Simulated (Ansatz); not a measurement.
What each level of theory costs: a 3×3×2 supercell of MoS2 (R3m), atoms displaced at random by about 0.04 Å along each cell vector, on 1 × H100

The runs below are of Ansatz 0.2.0 on a node with eight NVIDIA H100 80GB cards and 96 AMD EPYC 7R13 cores; a node with four NVIDIA GB200 cards and 144 Grace (Neoverse V2) cores, one at a time and with no other job on the machine; times are wall-clock times from launch to exit. Times and memory are rounded to two significant figures, and ratios are formed from the unrounded values. A row is a single run, so small differences between rows aren't established. System services beside the runs took up to 5 cores (rounded up). Runs with a thread on every core shared the cores with them. Precision is the program's default, which can work at lower precision in parts of a run. Card memory is the largest of readings taken every 0.4 s, so short peaks can be missed, and it isn't given for runs under about 3 s. It shows what a run took, which needn't be the least that it can run in: the program holds more work at once where threads and free memory allow.

The first rung is PBE.

Commands are shown without the flags for output files and display.

The folder soft_1 holds one of the program's own sets of PAW files, generated with PBE and used with every functional where the input names it.

| Item | Value |
| --- | --- |
| atoms | 54 |
| valence electrons | 468 |
| cell volume | 1025 Å³ |
| cutoff (chosen by the program) | 420 eV |
| k mesh | 3×3×4 |
| k points solved | 19 |
| symmetry operations used (translations within a supercell counted) | 1 |
| plane waves at Γ | 20043 |
| dense FFT grid | 64×72×90 |
| bands at the start | 288 |
| spin | none |
| first density | superposed atoms |

Input used:

```yaml
crystal:
  lattice:
    - [4.776456, 2.757687, 19.446294]
    - [-4.776456, 2.757687, 19.446294]
    - [0.000000, -3.676918, 12.964196]
  atoms:
    - { symbol: Mo, position: [0.333446, 0.335732, 0.497123] }
    - { symbol: S, position: [0.139607, 0.137130, 0.205689] }
    - { symbol: S, position: [0.088191, 0.084744, 0.126521] }
    # ... 50 more atoms, left out here ...
    - { symbol: S, position: [0.753552, 0.752724, 0.624496] }
kpoints:
  mp_grid: { grid: [3, 3, 4] }
hamiltonian:
  xc: pbe
  pseudopotentials: { azcp: { folder: soft_1 } }
scf:
  occupations: { method: fixed }
output: { forces: true, stress: true }
```

Command for every rung:

```bash
ansatz run input.yaml --backend cuda --devices 1
```

Lines that stand in the other rungs' inputs in place of, or beside, those above:

```yaml
# r2SCAN
hamiltonian:
  xc: r2scan
# PBE with spin-orbit coupling
hamiltonian:
  pseudopotentials: { kind: paw_fr, azcp: { folder: soft_1 } }
magnetization: { noncollinear: true, spin_orbit: true }
output: { eigenvalues: true }
# HSE06
hamiltonian:
  xc: hse06
# PBE0
hamiltonian:
  xc: pbe0
```

| level | wall time | against PBE | SCF clock | outside it | SCF clock against PBE | outputs asked | electrons in bands | bands at the start | cutoff (eV) | dense FFT grid | XC grid (× dense grid) | k points | SCF iterations | residual at close (eV) | eigensolver | threads | host memory (GiB) | fullest card (GiB) | remarks |
| --- | --- | --- | --- | --- | --- | --- | --- | --- | --- | --- | --- | --- | --- | --- | --- | --- | --- | --- | --- |
| PBE | 4.8 s | 1.0 | 2.7 s | 2.1 s | 1.0 | forces, stress | 468 | 288 | 420 | 64×72×90 | 8 | 19 | 14 | 3e-7 | band CG | 48 | 1.8 | 34 |  |
| PBE with spin-orbit coupling | 14 s | 2.9 | 12 s | 1.9 s | 4.4 | eigenvalues | 468 | 576 | 420 | 64×72×90 | 1 | 19 | 15 | 6e-8 | band CG | 48 | 2.0 | 69 | card 69 of 80 GiB; slots 19→10 |
| HSE06 | 2.3 min | 28 | 2.2 min | 5.8 s | 48 | forces, stress | 468 | 288 | 420 | 64×72×90 | 8 | 19 | 39 |  | Davidson | 96 | 23 | 79 | card 79 of 80 GiB; band table 19 s; exchange in blocks; SCF threshold loose for stress (1e-7 against 1.6e-9 eV); exchange threshold loose for stress (1e-6 against 1.6e-7 eV); exchange on 54×60×80 points |
| PBE0 | 2.3 min | 28 | 2.2 min | 5.5 s | 48 | forces, stress | 468 | 288 | 420 | 64×72×90 | 8 | 19 | 37 |  | Davidson | 96 | 23 | 79 | card 79 of 80 GiB; band table 19 s; exchange in blocks; SCF threshold loose for stress (1e-7 against 1.6e-9 eV); exchange threshold loose for stress (1e-6 against 1.6e-7 eV); exchange on 54×60×80 points |

The SCF clock is the program's own. It runs from the start of the first SCF loop to the final result and holds forces, stress, later SCFs and response steps. Outside it lie start-up, exit and the set-up ahead of the first loop, which depends on the cell and the method.

On cards the PAW terms of the exact-exchange stress are formed on the host, whole or in part, so cards needn't shorten that step. SCF iterations are those that the program logged, summed over all steps and exchange cycles of a run; an SCF made in search of a lower state can go uncounted. A hybrid's count includes the PBE SCF that it starts from.

«slots a→b»: to fit the memory the program cut the eigensolver solves (one k point and spin each) that it holds at once from a to b, which trades time for memory. «exchange in blocks»: the log tells that exchange, stress or band table worked on blocks of the density matrices or on some k points at a time. «SCF threshold loose for stress (a against b)»: the program warns that its threshold a on the density residual is looser than the b that it advises where a stress is wanted. The warning is on the threshold set and not on the residual reached, which can lie below it; a run set to the advised value can need more iterations. «exchange threshold loose for stress (a against b)»: the same warning for the energy threshold of a hybrid's exchange loop, again on the value set and not on the value reached. «exchange on a×b×c points»: exact exchange forms its pair densities on this grid and not on the dense one, without the augmentation charges, which are treated apart. «band table a s»: behind the SCF the program solved its bands further for a band table, asked for or not, which took a s of the SCF clock (told where that is 5 % of it or more). «card a of b GiB» or «host a of b GiB»: the run took three quarters or more of a card's memory (or the program reckoned to fill 85 % of what was free), or 60 % or more of the host memory that it had. The program fits its work to the free memory, so such a run may be limited by memory even where its log doesn't say so. Rows whose remarks tell of memory aren't like for like with rows without. Of long logs only the start and the end were kept, so a limit that memory set in between can be missed.

The machines don't compute alike at the default precision: the logs show emulated matrix products on GB200.

The rungs don't all ask for the same outputs, so their times differ by more than the level of theory.

The program sets the grid for exchange-correlation by functional and task; the column gives its points per point of the dense FFT grid (LAPW has grids of its own).

The residual is the density residual (dr2) at which the first SCF closed; hybrids, which run several SCFs, have none listed. The eigensolver is the one reported for the main SCF.

At its default thresholds the program warns of the stress for hybrids alone, so a rung without the warning needn't be the more tightly converged one. The first rung closed at 3e-7 eV, above the 5.4e-9 eV that the program advises for its stress (1e-10 eV an atom; for hybrids it counts 16 atoms at most).

The PAW files were made with PBE; for other functionals the program regenerates the frozen cores at set-up.

The stress takes 41 s of the 2.3 min of HSE06, 41 s of the 2.3 min of PBE0.

Of the first rung's 4.8 s, 2.1 s lies outside the SCF clock, so ratios of wall times differ from those of the clocked work; both are given.

The same inputs on other machines (1 × GB200: ansatz run input.yaml --backend cuda --devices 1). Wall time, with the SCF clock in brackets, then large parts of it, card memory and remarks (warnings on the input's settings that the first machine's log also gives are left out). A blank cell is a run that wasn't made, didn't finish or can't be compared:

```csv
level,1 × GB200
HSE06,89 s (84 s; 170 GiB; stress 31 s; card 171 of 185 GiB; band table 8.7 s)
PBE,2.9 s (1.8 s)
PBE with spin-orbit coupling,9.7 s (8.4 s; 120 GiB)
PBE0,89 s (85 s; 170 GiB; stress 31 s; card 171 of 185 GiB; band table 8.6 s)
r2SCAN,5.9 s (3.9 s; 40 GiB)
```

On some of these machines the first rung is short, so ratios to it would be rough.

The program's choice of threads differs by rung: 72 or 144 on 1 × GB200.

How long does r2SCAN take on 1 × H100?

7.8 s, 1.6 times the first rung, at a cutoff of 500 eV, in 14 SCF iterations against 14; peak host memory 2.1 GiB, 39 GiB on the fullest card. Of the wall time 5.1 s is on the SCF clock and 2.7 s outside. On the SCF clock alone it is 1.9 times the first rung (5.1 s against 2.7 s). Its dense FFT grid has 72×80×96 points, against 64×72×90 (1.3 times as many). Its exchange-correlation grid has 64 points per point of the dense FFT grid, against 8.
